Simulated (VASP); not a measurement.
# BAs (F-43m) in VASP: further runs

One crystal, BAs, is run at these levels: LDA; tasks: phonons, dielectric tensor.

Everything below comes from runs of VASP 6.6.1. Logs are shortened: lines on timing, memory, paths and dates and some standing lists are left out, and cuts for length are marked.

### 1 Starting point

Symmetry: F-43m, No. 216, cubic system. Conventional cell: a = 4.742 Å, b = 4.742 Å, c = 4.742 Å, α = 90.00°, β = 90.00°, γ = 90.00°. B (site symmetry -43m) has 4 As at 2.05 Å as nearest neighbours. As (site symmetry -43m) is surrounded by 4 B at 2.05 Å.

### 2 Phonons, LDA

POSCAR reads:

```
BAs
1.0
    0.0000000000      2.3711456976      2.3711456976
    2.3711456976      0.0000000000      2.3711456976
    2.3711456976      2.3711456976      0.0000000000
  B               As
     1     1
Direct
     0.0000000000000000    0.0000000000000000    0.0000000000000000
     0.2500000000000000    0.2500000000000000    0.2500000000000000
```

INCAR.step1 reads:

```
SYSTEM = BAs
PREC = Accurate ; ENCUT = 600
EDIFF = 1E-8 ; ISMEAR = 0
SIGMA = 0.03 ; LREAL = .False.
LASPH = .True. ; NELM = 80
ALGO = Normal ; ISIF = 3
LWAVE = .False. ; LCHARG = .False.
GGA = CA ; IBRION = 2
NSW = 40 ; EDIFFG = -0.002
```

INCAR.step2 reads:

```
SYSTEM = BAs
PREC = Accurate ; ENCUT = 600
EDIFF = 1E-8 ; ISMEAR = 0
SIGMA = 0.03 ; LREAL = .False.
LASPH = .True. ; NELM = 80
ALGO = Normal ; ISIF = 2
LWAVE = .False. ; LCHARG = .False.
GGA = CA ; IBRION = 6
NFREE = 2 ; POTIM = 0.015
NSW = 1
```

KPOINTS reads:

```
Automatic mesh
0
Gamma
  10 10 10
  0 0 0
```

Potentials or basis: VASP PAW LDA potentials, release 64 (B, As).

Launch:

```bash
$ cat potpaw_LDA.64/B/POTCAR potpaw_LDA.64/As/POTCAR > POTCAR
$ cp INCAR.step1 INCAR
$ mpirun -np 1 vasp_std > vasp.out
$ cp CONTCAR POSCAR
$ cp INCAR.step2 INCAR
$ mpirun -np 1 vasp_std > vasp.out
```

OUTCAR:

```text
SYSTEM = BAs
   PREC = Accurate
   ENCUT = 600
   EDIFF = 1E-8
   ISMEAR = 0
   LREAL = .False.
   LASPH = .True.
   NELM = 80
   ISIF = 2
   GGA = CA
   IBRION = 6
   NFREE = 2
   POTIM = 0.015
   NSW = 1

 ion  position               nearest neighbor table
   1  0.000  0.000  0.000-   2 2.05   2 2.05   2 2.05   2 2.05
   2  0.250  0.250  0.250-   1 2.05   1 2.05   1 2.05   1 2.05

  LATTYP: Found a face centered cubic cell.
 ALAT       =     4.7422913952

  Lattice vectors:

 A1 = (   0.0000000000,   2.3711456976,   2.3711456976)
 A2 = (   2.3711456976,   0.0000000000,   2.3711456976)
 A3 = (   2.3711456976,   2.3711456976,   0.0000000000)

Analysis of symmetry for initial positions (statically):
=====================================================================
 Subroutine PRICEL returns:
 Original cell was already a primitive cell.

 Routine SETGRP: Setting up the symmetry group for a
 face centered cubic supercell.

 Subroutine GETGRP returns: Found 24 space group operations
 (whereof 24 operations were pure point group operations)
 out of a pool of 48 trial point group operations.

The static configuration has the point symmetry T_d .

Analysis of symmetry for dynamics (positions and initial velocities):
=====================================================================
 Subroutine PRICEL returns:
 Original cell was already a primitive cell.

 Routine SETGRP: Setting up the symmetry group for a
 face centered cubic supercell.

 Subroutine GETGRP returns: Found 24 space group operations
 (whereof 24 operations were pure point group operations)
 out of a pool of 48 trial point group operations.

The dynamic configuration has the point symmetry T_d .

 Subroutine INISYM returns: Found 24 space group operations
 (whereof 24 operations are pure point group operations),
 and found     1 'primitive' translations

----------------------------------------------------------------------------------------

                                     Primitive cell

  volume of cell :      26.6627

  direct lattice vectors                    reciprocal lattice vectors
     0.000000000  2.371145698  2.371145698    -0.210868527  0.210868527  0.210868527
     2.371145698  0.000000000  2.371145698     0.210868527 -0.210868527  0.210868527
     2.371145698  2.371145698  0.000000000     0.210868527  0.210868527 -0.210868527

  length of vectors
     3.353306404  3.353306404  3.353306404     0.365235002  0.365235002  0.365235002

  position of ions in fractional coordinates (direct lattice)
     0.000000000  0.000000000  0.000000000
     0.250000000  0.250000000  0.250000000

  ion indices of the primitive-cell ions
   primitive index   ion index
                 1           1
                 2           2

----------------------------------------------------------------------------------------

 KPOINTS: Automatic mesh

Automatic generation of k-mesh.
 Grid dimensions read from file:
 generate k-points for:   10   10   10

 Generating k-lattice:

  Cartesian coordinates                     Fractional coordinates (reciprocal lattice)
    -0.021086853  0.021086853  0.021086853     0.100000000  0.000000000  0.000000000
     0.021086853 -0.021086853  0.021086853     0.000000000  0.100000000  0.000000000
     0.021086853  0.021086853 -0.021086853     0.000000000  0.000000000  0.100000000

  Length of vectors
     0.036523500  0.036523500  0.036523500

  Shift w.r.t. Gamma in fractional coordinates (k-lattice)
     0.000000000  0.000000000  0.000000000

[... 56 lines left out ...]
   ISIF   =      2    stress and relaxation
   ISYM   =      2    0-nonsym 1-usesym 2-fastsym
   POTIM  = 0.0150    time-step for ionic-motion
   TEBEG  =    0.0;   TEEND  =   0.0 temperature during run
   PSTRESS=    0.0 pullay stress
   NELECT =       8.0000    total number of electrons
   NUPDOWN=      -1.0000    fix difference up-down
   EMIN   =  10.00;   EMAX   =-10.00  energy-range for DOS
   EFERMI =   0.00;   METHOD = LEGACY
   ISMEAR =     0;   SIGMA  =   0.03  broadening in eV -4-tet -1-fermi 0-gaus
   EFERMI_NEDOS =   21; number of points for ismear=-14 and -15
   IALGO  =     38    algorithm
   IMIX   =      4    mixing-type and parameters
     AMIX     =   0.40;   BMIX     =  1.00
     AMIX_MAG =   1.60;   BMIX_MAG =  1.00
  volume/ion in A,a.u.               =      13.33        89.96
  Fermi-wavevector in a.u.,A,eV,Ry     =   1.095982  2.071105 16.342986  1.201176
  Thomas-Fermi vector in A             =   2.232315
   LORBIT       =      0    0 simple, 1 ext, 2 COOP (PROOUT), +10 PAW based schemes
   GGA     = CA    functional components
   LHFCALC =     F    Hartree Fock is set to
   AEXX    =    0.0000 exact exchange contribution
   IVDW    =     0    specifies the selected vdW correction
   LEPSILON=     F    determine dielectric tensor
   LRPA    =     F    only Hartree local field effects (RPA)
 finite differences with symmetry
 non-spin polarized calculation
 Gauss-broadening in eV      SIGMA  =   0.03
  energy-cutoff  :      600.00
  volume of cell :       26.66
 maximum number of plane-waves:       908
   NGX = 13   NGY = 13   NGZ = 13

--------------------------------------- Ionic step        1  -------------------------------------------

 number of electron       8.0000000 magnetization

 Free energy of the ion-electron system (eV)
  ---------------------------------------------------
  ext. energy  EPLUGINS =         0.00000000
  ---------------------------------------------------
  free energy    TOTEN  =       -12.92737945 eV

  energy without entropy =      -12.92737945  energy(sigma->0) =      -12.92737945

------------------------ aborting loop because EDIFF is reached ----------------------------------------

  FORCE on cell =-STRESS in cart. coord.  units (eV):
  Direction    XX          YY          ZZ          XY          YZ          ZX
  --------------------------------------------------------------------------------------
  -------------------------------------------------------------------------------------
  Total       -0.0010928     -0.0010928     -0.0010928     -0.0000000      0.0000000     -0.0000000
  in kB       -0.0656670     -0.0656670     -0.0656670     -0.0000000      0.0000000     -0.0000000
  external PRESSURE =      -0.0656670 kB  Pullay stress =       0.0000000 kB
[... 131 lines left out ...]
--------------------------------------- Ionic step        5  -------------------------------------------

 number of electron       8.0000000 magnetization

 Free energy of the ion-electron system (eV)
  ---------------------------------------------------
  ext. energy  EPLUGINS =         0.00000000
  ---------------------------------------------------
  free energy    TOTEN  =       -12.92546273 eV

  energy without entropy =      -12.92546273  energy(sigma->0) =      -12.92546273

 E-fermi :   6.6447     XC(G=0): -10.8753

 val. band max:        6.5127738618   @ k =   0.0000   0.0000   0.0000
 cond. band min:       7.5064712352   @ k =   0.0000   0.4000   0.4000
 fundamental gap:      0.9936973733
 Fermi energy:         6.6446623106

 k-point     1 :       0.0000    0.0000    0.0000
  band No.  band energies     occupation
      1      -9.1709      2.00000
      2       6.2982      2.00000
      3       6.4066      2.00000
      4       6.5128      2.00000
      5       9.6006      0.00000
      6       9.6821      0.00000
      7       9.7666      0.00000
      8      11.3793      0.00000
[... 243 lines left out ...]
 k-point    24 :       0.4000    0.3000    0.0000
  band No.  band energies     occupation
      1      -6.4802      2.00000
      2      -0.0764      2.00000
      3       2.3677      2.00000
      4       2.8424      2.00000
      5       8.0362      0.00000
      6       9.7470      0.00000
      7      15.3288      0.00000
      8      15.5643      0.00000

 [... further k-points ...]

------------------------ aborting loop because EDIFF is reached ----------------------------------------

  FORCE on cell =-STRESS in cart. coord.  units (eV):
  Direction    XX          YY          ZZ          XY          YZ          ZX
  --------------------------------------------------------------------------------------
  -------------------------------------------------------------------------------------
  Total       -0.0007105      0.0029382      0.0029382      0.0000000      0.1164945      0.0000000
  in kB       -0.0426919      0.1765576      0.1765576      0.0000000      7.0002161      0.0000000
  external PRESSURE =       0.1034745 kB  Pullay stress =       0.0000000 kB
[... 17 lines left out ...]
  FREE ENERGIE OF THE ION-ELECTRON SYSTEM (eV)
  ---------------------------------------------------
  free  energy   TOTEN  =       -12.9254627258 eV

  energy  without entropy=      -12.9254627258  energy(sigma->0) =      -12.92546273

 INTERNAL STRAIN TENSORS FROM DISPLACED ATOMS
 ============================================

 INTERNAL STRAIN TENSOR FOR ION    1 for displacements in x,y,z  (eV/Angst):
          X           Y           Z          XY          YZ          ZX
  --------------------------------------------------------------------------------
  x     0.00000     0.00000     0.00000     0.00000     7.77477     0.00000
  y     0.00000     0.00000     0.00000     0.00000     0.00000     7.77477
  z     0.00000     0.00000     0.00000     7.77477     0.00000     0.00000

 INTERNAL STRAIN TENSOR FOR ION    2 for displacements in x,y,z  (eV/Angst):
          X           Y           Z          XY          YZ          ZX
  --------------------------------------------------------------------------------
  x    -0.00000    -0.00000    -0.00000     0.00000    -7.76566     0.00000
  y     0.00000     0.00000     0.00000     0.00000     0.00000    -7.76566
  z    -0.00000    -0.00000    -0.00000    -7.76566     0.00000     0.00000

 Eigenvectors and eigenvalues of the dynamical matrix
 ----------------------------------------------------

   1 f  =   20.991108 THz   131.891024 2PiTHz  700.188008 cm-1    86.812210 meV
             X         Y         Z           dx          dy          dz
      0.000000  0.000000  0.000000     0.000000    0.934823    0.000000
      1.185573  1.185573  1.185573     0.000000   -0.355114    0.000000
[... 21 lines left out ...]
   6 f/i=    0.000161 THz     0.001013 2PiTHz    0.005376 cm-1     0.000667 meV
             X         Y         Z           dx          dy          dz
      0.000000  0.000000  0.000000     0.000000   -0.355114    0.000000
      1.185573  1.185573  1.185573     0.000000   -0.934823    0.000000

 ELASTIC MODULI CONTR FROM IONIC RELAXATION (kBar)
 Direction    XX          YY          ZZ          XY          YZ          ZX
 --------------------------------------------------------------------------------
 XX          -0.0000     -0.0000     -0.0000     -0.0000     -0.0000      0.0000
 YY          -0.0000     -0.0000     -0.0000     -0.0000     -0.0000      0.0000
 ZZ          -0.0000     -0.0000     -0.0000     -0.0000     -0.0000      0.0000
 XY          -0.0000     -0.0000     -0.0000   -212.9943      0.0000      0.0000
 YZ          -0.0000     -0.0000     -0.0000      0.0000   -212.9943      0.0000
 ZX           0.0000      0.0000      0.0000      0.0000      0.0000   -212.9943
 --------------------------------------------------------------------------------
```

It took 46 s on 1 thread of Intel Xeon 6975P-C (Granite Rapids), shared host; peak memory 0.2 GiB.

Results:

* Highest phonon frequency at Γ, LO-TO splitting left out: 700 cm⁻¹

Phonon frequencies in cm⁻¹ (negative: imaginary):
```tsv
q point	frequencies
(0.000, 0.000, 0.000)	0 0 0 700 700 700
```

### 3 Dielectric tensor, LDA

INCAR reads:

```
SYSTEM = BAs
PREC = Accurate ; ENCUT = 600
EDIFF = 1E-8 ; ISMEAR = 0
SIGMA = 0.03 ; LREAL = .False.
LASPH = .True. ; NELM = 80
ALGO = Normal ; ISIF = 2
LWAVE = .False. ; LCHARG = .False.
GGA = CA ; LEPSILON = .True.
```

KPOINTS reads:

```
Automatic mesh
0
Monkhorst
  16 16 16
  0 0 0
```

Changes to POSCAR since step 2:

```diff
@@ -1,2 +1,2 @@
-BAs
+BAs                                     
 1.0
@@ -5,3 +5,3 @@
     2.3711456976      2.3711456976      0.0000000000
-  B               As
+  B               As            
      1     1
```

Potentials or basis: VASP PAW LDA potentials, release 64 (B, As).

Launch:

```bash
$ cat potpaw_LDA.64/B/POTCAR potpaw_LDA.64/As/POTCAR > POTCAR
$ mpirun -np 1 vasp_std > vasp.out
```

OUTCAR:

```text
SYSTEM = BAs
   PREC = Accurate
   ENCUT = 600
   EDIFF = 1E-8
   ISMEAR = 0
   LREAL = .False.
   LASPH = .True.
   NELM = 80
   ISIF = 2
   GGA = CA
   LEPSILON = .True.

 ion  position               nearest neighbor table
   1  0.000  0.000  0.000-   2 2.05   2 2.05   2 2.05   2 2.05
   2  0.250  0.250  0.250-   1 2.05   1 2.05   1 2.05   1 2.05

  LATTYP: Found a face centered cubic cell.
 ALAT       =     4.7422913952

  Lattice vectors:

 A1 = (   0.0000000000,   2.3711456976,   2.3711456976)
 A2 = (   2.3711456976,   0.0000000000,   2.3711456976)
 A3 = (   2.3711456976,   2.3711456976,   0.0000000000)

Analysis of symmetry for initial positions (statically):
=====================================================================
 Subroutine PRICEL returns:
 Original cell was already a primitive cell.

 Routine SETGRP: Setting up the symmetry group for a
 face centered cubic supercell.

 Subroutine GETGRP returns: Found 24 space group operations
 (whereof 24 operations were pure point group operations)
 out of a pool of 48 trial point group operations.

The static configuration has the point symmetry T_d .

Analysis of symmetry for dynamics (positions and initial velocities):
=====================================================================
 Subroutine PRICEL returns:
 Original cell was already a primitive cell.

 Routine SETGRP: Setting up the symmetry group for a
 face centered cubic supercell.

[... 445 lines left out ...]
  free  energy   TOTEN  =       -12.9277769086 eV

  energy  without entropy=      -12.9277769086  energy(sigma->0) =      -12.92777691

 HEAD OF MICROSCOPIC STATIC DIELECTRIC TENSOR (INDEPENDENT PARTICLE, excluding Hartree and local field effects)
 ------------------------------------------------------
          10.070243     0.000000     0.000000
           0.000000    10.070243     0.000000
          -0.000000     0.000000    10.070243
 ------------------------------------------------------

 Free energy of the ion-electron system (eV)
  ---------------------------------------------------
  ---------------------------------------------------
  free energy    TOTEN  =        -0.67756028 eV

  energy without entropy =       -0.67756028

------------------------ aborting loop because EDIFF is reached ----------------------------------------

--------------------------------------- Ionic step        2  -------------------------------------------

------------------------ aborting loop because EDIFF is reached ----------------------------------------

--------------------------------------- Ionic step        3  -------------------------------------------

 Free energy of the ion-electron system (eV)
  ---------------------------------------------------
  ---------------------------------------------------
  free energy    TOTEN  =        -0.67755994 eV

  energy without entropy =       -0.67755994

------------------------ aborting loop because EDIFF is reached ----------------------------------------

 PIEZOELECTRIC TENSOR FIELD DIRECTION 3  (e Angst)
 -----------------------------------------------------------------------------
    -0.00070  0.19441  0.00000           ( -0.00000  0.09724  0.00000)
     0.19441 -0.00070  0.00000           (  0.09724 -0.00000  0.00000)
     0.00000  0.00000  0.00096           (  0.00000  0.00000 -0.00000)

 PIEZOELECTRIC TENSOR FIELD DIRECTION 3  (C/m^2)
 -----------------------------------------------------------------------------
    -0.00042  0.11682  0.00000
     0.11682 -0.00042  0.00000
     0.00000  0.00000  0.00057

 MACROSCOPIC STATIC DIELECTRIC TENSOR (including local field effects in DFT)
 ------------------------------------------------------
           9.642132    -0.000000    -0.000000
           0.000000     9.642132    -0.000000
          -0.000000    -0.000000     9.642132
 ------------------------------------------------------

 PIEZOELECTRIC TENSOR (including local field effects)  for field in x, y, z        (e  Angst)
          XX          YY          ZZ          XY          YZ          ZX
  --------------------------------------------------------------------------------
  x    -0.00000    -0.00000     0.00000    -0.00000     0.19345     0.00000
  y     0.00000    -0.00000     0.00000     0.00000    -0.00000     0.19345
  z     0.00000     0.00000    -0.00000     0.19345     0.00000    -0.00000

 PIEZOELECTRIC TENSOR (including local field effects)  for field in x, y, z        (C/m^2)
          XX          YY          ZZ          XY          YZ          ZX
  --------------------------------------------------------------------------------
  x    -0.00000    -0.00000     0.00000    -0.00000     0.11625     0.00000
  y     0.00000    -0.00000     0.00000     0.00000    -0.00000     0.11625
  z     0.00000     0.00000    -0.00000     0.11625     0.00000    -0.00000

 BORN EFFECTIVE CHARGES (including local field effects) (in |e|, cummulative output)
 ---------------------------------------------------------------------------------
 ion    1
    1    -0.56087    -0.00000     0.00000
    2    -0.00000    -0.56087    -0.00000
    3     0.00000    -0.00000    -0.56087
 ion    2
    1     0.56087     0.00000     0.00000
    2     0.00000     0.56087     0.00000
    3    -0.00000     0.00000     0.56087
```

Run time: 16 min. Hardware: 1 thread of Intel Xeon 6975P-C (Granite Rapids), shared host; peak memory 1.4 GiB.

Results:

```
Electronic dielectric tensor (diagonal) : 9.64
Born charges (mean of the diagonal)     : B -0.56; As +0.56 e
```

Electronic dielectric tensor:
```
9.64 0.00 0.00
0.00 9.64 0.00
0.00 0.00 9.64
```

Born effective charge tensors (e):
atom 1, B
```
-0.56  0.00  0.00
 0.00 -0.56  0.00
 0.00  0.00 -0.56
```
atom 2, As
```
0.56 0.00 0.00
0.00 0.56 0.00
0.00 0.00 0.56
```

(Continued in part 2 of 2.)
